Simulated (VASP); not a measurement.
Here is a VASP 6.6.1 calculation.

The input POSCAR:

```
CoO
1.0
    2.8284500000      0.0000000000      0.0000000000
   -1.4142300000      2.4495100000      0.0000000000
    0.0000000000      0.0000000000      2.7217200000
Co O
1 1
Direct
    0.0000000000      0.0000000000      0.5000000000
    0.6666700000      0.3333300000      0.0000000000
```

Contents of INCAR.step1:

```
ALGO = Fast
EDIFF = 1E-6
ENCUT = 520
GGA = PE
ISIF = 2
ISMEAR = 0
ISPIN = 2
LASPH = True
LCHARG = True
LMAXMIX = 4
LREAL = False
LWAVE = False
MAGMOM = 2 0
NELM = 120
PREC = Accurate
SIGMA = 0.02
```

KPOINTS.step1

```
k-points
0
Gamma
  11 11 10
```

The input INCAR.step2:

```
ALGO = Fast
EDIFF = 1E-6
ENCUT = 520
GGA = PE
ICHARG = 11
ISIF = 2
ISMEAR = -5
ISPIN = 2
LASPH = True
LCHARG = False
LMAXMIX = 4
LORBIT = 10
LREAL = False
LWAVE = False
MAGMOM = 2 0
NEDOS = 1001
NELM = 120
PREC = Accurate
SIGMA = 0.02
```

KPOINTS.step2

```
k-points
0
Gamma
  17 17 15
```

Potentials or basis: VASP PAW PBE potentials, release 64 (Co, O).

Command:

```sh
$ cat potpaw_PBE.64/Co/POTCAR potpaw_PBE.64/O/POTCAR > POTCAR
$ cp INCAR.step1 INCAR
$ cp KPOINTS.step1 KPOINTS
$ mpirun -np 1 vasp_std > vasp.out
$ cp INCAR.step2 INCAR
$ cp KPOINTS.step2 KPOINTS
$ mpirun -np 1 vasp_std > vasp.out
```

Q: Predict the site moments.

A: Co +2.55; O +0.41 μB.

Q: Estimate the net moment.

A: 3.00 μB per cell.

States per cell in windows of 1 eV (zero at the Fermi level; states under -8 eV left out):
```csv
from (eV),up,down,Co1_d_up,Co1_d_down,O2_p_up,O2_p_down,Co1_s_up,Co1_p_down
-8.0,0.77,0.16,0.15,0.01,0.30,0.06,0.07,0.01
-7.0,0.62,0.74,0.15,0.10,0.26,0.32,0.02,0.04
-6.0,1.16,0.54,0.43,0.08,0.46,0.25,0.01,0.04
-5.0,0.48,0.85,0.22,0.18,0.17,0.43,0.00,0.04
-4.0,1.29,0.72,1.15,0.18,0.03,0.38,0.01,0.02
-3.0,1.90,0.11,1.66,0.09,0.12,0.00,0.01,0.00
-2.0,1.24,0.89,0.81,0.73,0.31,0.03,0.01,0.02
-1.0,0.66,1.08,0.36,0.98,0.24,0.04,0.00,0.00
0.0,0.00,2.04,0.00,1.77,0.00,0.13,0.00,0.02
1.0,0.02,0.91,0.00,0.65,0.00,0.20,0.01,0.01
2.0,0.04,0.09,0.00,0.05,0.01,0.02,0.01,0.00
3.0,0.07,0.05,0.00,0.00,0.02,0.01,0.02,0.00
4.0,0.11,0.08,0.00,0.00,0.03,0.02,0.02,0.01
5.0,0.40,0.14,0.04,0.01,0.07,0.03,0.09,0.02
6.0,0.33,0.51,0.03,0.07,0.07,0.10,0.06,0.08
7.0,0.06,0.19,0.01,0.03,0.01,0.04,0.00,0.03
```

Caveat: a cell with one magnetic atom can't hold antiferromagnetic order, which such compounds often take.
